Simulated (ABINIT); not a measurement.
## BP (F-43m): third-order response

Which lines does BP (F-43m) show in Raman and infrared spectra?

Method: DFT LDA, scalar-relativistic, plane waves, PseudoDojo norm-conserving pseudopotentials, in ABINIT 10.8.3.

Experimental background.

“Thermal expansion coefficients of high thermal conducting BAs and BP materials” (2019, arxiv:1906.04101) reports for BP, zinc blende, by single-crystal XRD (Mo K-alpha) (metal-flux-grown single crystal, 100 K): lattice constant a (cubic a at 100 K) 4.5383 ± 0.0008 Å.

For BP, zinc blende (synthetic BP; powder or crystal not specified, 300 K), “Boron phosphide under pressure: in situ study by Raman scattering and X-ray diffraction” (2015, arxiv:1505.05714) gives, by Raman scattering, 514.5 nm, backscattering: Raman mode (TO at Gamma (T2), ambient spectrum) 794 cm⁻¹ [very weak band; the pressure fit in the same paper quotes about 797 cm-1].

## (1) The starting structure

Symmetry: F-43m, No. 216, cubic system. The conventional cell has a = 4.538 Å, b = 4.538 Å, c = 4.538 Å, α = 90.00°, β = 90.00°, γ = 90.00°. Nearest to B lie 4 P at 1.97 Å. Nearest to P lie 4 B at 1.97 Å. Farther neighbours are not listed.

Structure file:

```cif
data_structure
_symmetry_space_group_name_H-M 'P 1'
_symmetry_Int_Tables_number 1
_cell_length_a 3.2089
_cell_length_b 3.2089
_cell_length_c 3.2089
_cell_angle_alpha 60.000
_cell_angle_beta 60.000
_cell_angle_gamma 60.000
_cell_volume 23.36
loop_
_atom_site_label
_atom_site_type_symbol
_atom_site_fract_x
_atom_site_fract_y
_atom_site_fract_z
_atom_site_occupancy
B1 B 0.00000 0.00000 0.00000 1
P2 P 0.25000 0.25000 0.25000 1
```

## (2) A probe with smearing

A first run with smearing and empty bands tells whether the crystal has a gap, which decides between fixed occupations and smearing later on.

Contents of probe.abi:

```
# ground state
tolvrs 1.0d-08
prtden 1
prtwf 1

# basis, mesh and filling
ecut 34.0
ngkpt 6 6 6
nshiftk 1
shiftk 0.0 0.0 0.0
istwfk *1
occopt 7
tsmear 0.005
nband 9
nstep 100
diemac 9.0
prtebands 0
prtgsr 0

# cell and atoms
acell 3*1.0 Angstrom
rprim 
    -2.269 0.0 2.269
    0.0 2.269 2.269
    -2.269 2.269 0.0
ntypat 2
znucl 5 15
natom 2
typat 1 2
xred 
    0.0 0.0 0.0
    0.25 0.25 0.25
pp_dirpath "./pseudo"
pseudos "B.upf, P.upf"
```

Launch:

```sh
> OMP_NUM_THREADS=1 mpirun -n 4 abinit probe.abi > probe.log
```

Numbers of over 12 decimals in the logs are rounded to 6 here.

probe.abo, the main output file:

```text
[banners, grids, parts of the stress and lines that vanish by symmetry left out]
- input  file    -> probe.abi
- output file    -> probe.abo
- root for input  files -> probei
[...]
Symmetries : space group F-4 3 m (#216); Bravais cF (face-center cubic)
[...]
mpw =        1524          nfft =       32768          nkpt =          16
[...]
== DATASET  1 ==================================================================
[...]
cutoff_energies: {ecut:  34.0, pawecutdg:  -1.0, }
[...]
ETOT  1  -9.912779    -9.913E+00 5.727E-02 1.112E+02
 ETOT  2  -9.937726    -2.495E-02 6.189E-03 2.814E+01
 ETOT  3  -9.944699    -6.973E-03 9.330E-03 2.756E-01
 ETOT  4  -9.944770    -7.049E-05 5.130E-04 7.135E-04
 ETOT  5  -9.944770    -6.990E-08 2.468E-04 1.830E-05
 ETOT  6  -9.944770    -2.981E-09 5.898E-05 4.025E-07
 ETOT  7  -9.944770    -9.031E-11 3.834E-05 1.418E-09
 At SCF step    7       vres2   =  1.42E-09 < tolvrs=  1.00E-08 =>converged.
[...]
sigma(1 1)=  1.89746462E-04  sigma(3 2)=  0.00000000E+00
  sigma(2 2)=  1.89746462E-04  sigma(3 1)=  0.00000000E+00
  sigma(3 3)=  1.89746462E-04  sigma(2 1)=  0.00000000E+00
[...]
convergence: {deltae: -9.031E-11, res2:  1.418E-09, residm:  3.834E-05, diffor: null, }
etotal    :  -9.94476959E+00
[...]
sigma(1 1)=  1.89746462E-04  sigma(3 2)=  0.00000000E+00
  sigma(2 2)=  1.89746462E-04  sigma(3 1)=  0.00000000E+00
  sigma(3 3)=  1.89746462E-04  sigma(2 1)=  0.00000000E+00
[...]
- sigma(1 1)=  5.58253364E+00  sigma(3 2)=  0.00000000E+00
- sigma(2 2)=  5.58253364E+00  sigma(3 1)=  0.00000000E+00
- sigma(3 3)=  5.58253364E+00  sigma(2 1)=  0.00000000E+00
[...]
fcart     -0.0000000000E+00 -0.0000000000E+00 -0.0000000000E+00
           strten      1.8974646165E-04  1.8974646165E-04  1.8974646165E-04
================================================================================

[key lines of the parts left out:]
pressure_GPa:  -5.5825E+00
```

It took 2.9 s on 4 MPI ranks of Arm Neoverse V1, shared host.

This step gave:

- volume per atom: 11.68 Å³
- pressure: -5.583 GPa
- gap on the k-mesh: 1.314 eV

A gap of 1.3 eV opens on this mesh, so the crystal is taken as an insulator; the printed pressure holds the stress of the finite basis too.

## (3) Relaxing the cell and atoms

The harmonic expansion needs vanishing forces, and a free crystal bears no stress, so cell and atoms are brought to rest. Stress is more sensitive to the basis than forces are: the last 3 Ha under the cutoff are smoothed with ecutsm, and the cutoff is raised above that of the later runs.

Contents of relax.abi:

```
# relaxation
ionmov 2
optcell 2
dilatmx 1.08
ntime 40
tolmxf 1.0d-05
tolvrs 1.0d-14
prtwf 0
prtden 0
chksymtnons 0

# basis, mesh and filling
ecut 42.0
ecutsm 3.0
ngkpt 10 10 10
nshiftk 1
shiftk 0.0 0.0 0.0
istwfk *1
occopt 1
nband 4
nstep 100
diemac 9.0
prtebands 0
prtgsr 0

# cell and atoms
acell 3*1.0 Angstrom
rprim 
    -2.269 0.0 2.269
    0.0 2.269 2.269
    -2.269 2.269 0.0
ntypat 2
znucl 5 15
natom 2
typat 1 2
xred 
    0.0 0.0 0.0
    0.25 0.25 0.25
pp_dirpath "./pseudo"
pseudos "B.upf, P.upf"
```

Launch:

```sh
> OMP_NUM_THREADS=1 mpirun -n 4 abinit relax.abi > relax.log
```

relax.abo, the main output file:

```text
[banners, grids, parts of the stress and lines that vanish by symmetry left out]
- input  file    -> relax.abi
- output file    -> relax.abo
- root for input  files -> relaxi
[...]
Symmetries : space group F-4 3 m (#216); Bravais cF (face-center cubic)
[...]
mpw =        2637          nfft =       64000          nkpt =          47
[...]
== DATASET  1 ==================================================================
[...]
cutoff_energies: {ecut:  42.0, pawecutdg:  -1.0, }
[...]
ETOT  1  -9.905255    -9.905E+00 1.132E-01 1.834E+02
 ETOT  2  -9.941615    -3.636E-02 9.403E-05 3.056E+01
 ETOT  3  -9.945392    -3.778E-03 7.180E-05 1.015E+00
 ETOT  4  -9.945514    -1.217E-04 1.770E-06 1.400E-03
 ETOT  5  -9.945514    -1.546E-07 2.005E-08 7.491E-06
[...]
At SCF step   10       vres2   =  3.57E-16 < tolvrs=  1.00E-14 =>converged.
[...]
sigma(1 1)=  1.88254988E-04  sigma(3 2)=  0.00000000E+00
  sigma(2 2)=  1.88254988E-04  sigma(3 1)=  0.00000000E+00
  sigma(3 3)=  1.88254988E-04  sigma(2 1)=  0.00000000E+00
[...]
convergence: {deltae:  2.611E-13, res2:  3.575E-16, residm:  4.199E-17, diffor: null, }
etotal    :  -9.94551423E+00
[...]
ETOT  1  -9.945781    -9.946E+00 4.448E-05 1.147E+00
[...]
At SCF step    9       vres2   =  1.05E-15 < tolvrs=  1.00E-14 =>converged.
[...]
sigma(1 1)=  9.65643094E-05  sigma(3 2)=  0.00000000E+00
  sigma(2 2)=  9.65643094E-05  sigma(3 1)=  0.00000000E+00
  sigma(3 3)=  9.65643094E-05  sigma(2 1)=  0.00000000E+00
[...]
convergence: {deltae: -3.180E-13, res2:  1.054E-15, residm:  3.885E-17, diffor: null, }
etotal    :  -9.94589418E+00
[...]
ETOT  1  -9.945902    -9.946E+00 9.381E-04 1.209E+00
[...]
At SCF step    9       vres2   =  7.27E-16 < tolvrs=  1.00E-14 =>converged.
[...]
sigma(1 1)= -3.62120302E-06  sigma(3 2)=  0.00000000E+00
  sigma(2 2)= -3.62120302E-06  sigma(3 1)=  0.00000000E+00
  sigma(3 3)= -3.62120302E-06  sigma(2 1)=  0.00000000E+00
[...]
convergence: {deltae: -3.535E-13, res2:  7.269E-16, residm:  2.693E-17, diffor: null, }
etotal    :  -9.94602018E+00
[...]
ETOT  1  -9.946020    -9.946E+00 4.627E-10 1.563E-03
[...]
ETOT  7  -9.946020     1.776E-15 9.600E-17 1.359E-14
 ETOT  8  -9.946020    -1.741E-13 6.250E-19 2.246E-17
 At SCF step    8       vres2   =  2.25E-17 < tolvrs=  1.00E-14 =>converged.
[...]
sigma(1 1)=  6.35829637E-08  sigma(3 2)=  0.00000000E+00
  sigma(2 2)=  6.35829637E-08  sigma(3 1)=  0.00000000E+00
  sigma(3 3)=  6.35829637E-08  sigma(2 1)=  0.00000000E+00
[...]
convergence: {deltae: -1.741E-13, res2:  2.246E-17, residm:  6.250E-19, diffor: null, }
etotal    :  -9.94602035E+00
[...]
At Broyd/MD step   4, gradients are converged :
[...]
sigma(1 1)=  6.35829637E-08  sigma(3 2)=  0.00000000E+00
  sigma(2 2)=  6.35829637E-08  sigma(3 1)=  0.00000000E+00
  sigma(3 3)=  6.35829637E-08  sigma(2 1)=  0.00000000E+00
[...]
- sigma(1 1)=  1.87067538E-03  sigma(3 2)=  0.00000000E+00
- sigma(2 2)=  1.87067538E-03  sigma(3 1)=  0.00000000E+00
- sigma(3 3)=  1.87067538E-03  sigma(2 1)=  0.00000000E+00
[...]
fcart     -0.0000000000E+00 -0.0000000000E+00 -0.0000000000E+00
           strten      6.3582963668E-08  6.3582963668E-08  6.3582963669E-08
================================================================================

[key lines of the parts left out:]
pressure_GPa:  -1.8707E-03
Total energy (etotal) [Ha]= -9.94602034878305E+00
```

The job ended after 19 s (4 MPI ranks; 74 s of CPU time).

The steps of the relaxation:

| step | energy less that of the first step (eV) | largest force (eV/Å) | volume (Å³) |
| --- | --- | --- | --- |
| 1 | 0.0000 | 0.0000 | 23.36 |
| 2 | -0.0103 | 0.0000 | 22.97 |
| 3 | -0.0138 | 0.0000 | 22.57 |
| 4 | -0.0138 | 0.0000 | 22.59 |

| conventional cell, symmetrised | before | after | change |
| --- | --- | --- | --- |
| a (Å) | 4.538 | 4.487 | -1.1 % |
| b (Å) | 4.538 | 4.487 | -1.1 % |
| c (Å) | 4.538 | 4.487 | -1.1 % |
| volume (Å³/atom) | 11.68 | 11.29 | -3.3 % |

The relaxed structure:

```xyz
2
Lattice="-2.2436 0.0000 2.2436 0.0000 2.2436 2.2436 -2.2436 2.2436 0.0000" Properties=species:S:1:pos:R:3 pbc="T T T"
B     0.0000    0.0000    0.0000
P    -1.1218    1.1218    1.1218
```

Read from the output:

```yaml
volume_per_atom: 11.29 Å³
pressure: -0.001871 GPa
```

The volume changes by -3.3 % in this run and stands -3.3 % from the first cell.

## (4) Ground state

First-order wavefunctions inherit every error of the ground state, hence the very tight tolvrs. The mesh is shifted off Γ, since shifted meshes converge sums over the zone faster.

Contents of gs.abi:

```
# ground state
tolvrs 1.0d-16
prtden 1
prtwf 1

# basis, mesh and filling
ecut 34.0
ngkpt 8 8 8
nshiftk 4
shiftk 
    0.5 0.5 0.5
    0.5 0.0 0.0
    0.0 0.5 0.0
    0.0 0.0 0.5
istwfk *1
occopt 1
nband 4
nstep 100
diemac 9.0
prtebands 0
prtgsr 0

# cell and atoms
acell 3*1.0 Angstrom
rprim 
    -2.243611907 0.0 2.243611907
    0.0 2.243611907 2.243611907
    -2.243611907 2.243611907 0.0
ntypat 2
znucl 5 15
natom 2
typat 1 2
xred 
    0.0 0.0 0.0
    0.25 0.25 0.25
pp_dirpath "./pseudo"
pseudos "B.upf, P.upf"
```

Launch:

```sh
> OMP_NUM_THREADS=1 mpirun -n 4 abinit gs.abi > gs.log
```

gs.abo, the main output file:

```text
[banners, grids, parts of the stress and lines that vanish by symmetry left out]
- input  file    -> gs.abi
- output file    -> gs.abo
- root for input  files -> gsi
[...]
Symmetries : space group F-4 3 m (#216); Bravais cF (face-center cubic)
[...]
mpw =        1458          nfft =       32768          nkpt =          60
[...]
== DATASET  1 ==================================================================
[...]
cutoff_energies: {ecut:  34.0, pawecutdg:  -1.0, }
[...]
ETOT  1  -9.918037    -9.918E+00 7.619E-02 1.119E+02
 ETOT  2  -9.940585    -2.255E-02 1.391E-05 2.196E+01
 ETOT  3  -9.945833    -5.248E-03 6.934E-05 3.823E-01
 ETOT  4  -9.945920    -8.733E-05 1.057E-06 8.235E-04
 ETOT  5  -9.945920    -1.396E-07 2.452E-08 8.332E-06
[...]
ETOT  9  -9.945920    -5.329E-14 1.357E-15 4.592E-15
 ETOT 10  -9.945920     1.652E-13 3.611E-17 9.714E-17
 At SCF step   10       vres2   =  9.71E-17 < tolvrs=  1.00E-16 =>converged.
[...]
sigma(1 1)=  5.94690689E-06  sigma(3 2)=  0.00000000E+00
  sigma(2 2)=  5.94690689E-06  sigma(3 1)=  0.00000000E+00
  sigma(3 3)=  5.94690689E-06  sigma(2 1)=  0.00000000E+00
[...]
convergence: {deltae:  1.652E-13, res2:  9.714E-17, residm:  3.611E-17, diffor: null, }
etotal    :  -9.94592001E+00
[...]
sigma(1 1)=  5.94690689E-06  sigma(3 2)=  0.00000000E+00
  sigma(2 2)=  5.94690689E-06  sigma(3 1)=  0.00000000E+00
  sigma(3 3)=  5.94690689E-06  sigma(2 1)=  0.00000000E+00
[...]
- sigma(1 1)=  1.74964041E-01  sigma(3 2)=  0.00000000E+00
- sigma(2 2)=  1.74964041E-01  sigma(3 1)=  0.00000000E+00
- sigma(3 3)=  1.74964041E-01  sigma(2 1)=  0.00000000E+00
[...]
fcart     -0.0000000000E+00 -0.0000000000E+00 -0.0000000000E+00
           strten      5.9469068875E-06  5.9469068875E-06  5.9469068875E-06
================================================================================

[key lines of the parts left out:]
pressure_GPa:  -1.7496E-01
```

The job ended after 4 s (4 MPI ranks).

Numbers from this step:

```yaml
pressure: -0.1750 GPa
```

The cell stands at -0.17 GPa: the relaxation ran with a smoothed and higher cutoff and on another k mesh.

## (5) The gap at rest

Empty bands on the ground state's density check that the gap assumed so far is there in this cell.

Contents of gap.abi:

```
# empty bands on the ground state's density
iscf -2
getden_filepath "gso_DEN"
tolwfr 1.0d-12
nbdbuf 2
prtwf 0

# basis, mesh and filling
ecut 34.0
ngkpt 12 12 12
nshiftk 1
shiftk 0.0 0.0 0.0
istwfk *1
occopt 1
nband 8
nstep 100
diemac 9.0
prtebands 0
prtgsr 0

# cell and atoms
acell 3*1.0 Angstrom
rprim 
    -2.243611907 0.0 2.243611907
    0.0 2.243611907 2.243611907
    -2.243611907 2.243611907 0.0
ntypat 2
znucl 5 15
natom 2
typat 1 2
xred 
    0.0 0.0 0.0
    0.25 0.25 0.25
pp_dirpath "./pseudo"
pseudos "B.upf, P.upf"
```

Launch:

```sh
> OMP_NUM_THREADS=1 mpirun -n 4 abinit gap.abi > gap.log
```

gap.abo, the main output file:

```text
[banners, grids, parts of the stress and lines that vanish by symmetry left out]
- input  file    -> gap.abi
- output file    -> gap.abo
- root for input  files -> gapi
[...]
Symmetries : space group F-4 3 m (#216); Bravais cF (face-center cubic)
[...]
mpw =        1459          nfft =       32768          nkpt =          72
[...]
== DATASET  1 ==================================================================
[...]
cutoff_energies: {ecut:  34.0, pawecutdg:  -1.0, }
[...]
-outvars: echo values of variables after computation
            acell      1.8897261259E+00  1.8897261259E+00  1.8897261259E+00 Bohr
================================================================================
```

The job ended after 4.6 s (4 MPI ranks).

Read from the output:

```
gap on the k-mesh : 1.157 eV
```

In this cell the gap on the mesh is 1.2 eV, indirect (smallest direct 3.4 eV), so fixed occupations hold.

(Continued in part 2 of 2.)

[Host names and launcher messages were left out of these logs when they were recorded.]

[Logs are printed without paths, hosts, clocks, repeated set-up lines and the standing remarks that a program may print on its own settings, such as how far it seeks lower states.]

[Hosts, paths, dates, database ids (printed as entryN), source tags and the programs' standing remarks are cut or masked in the printed files.]
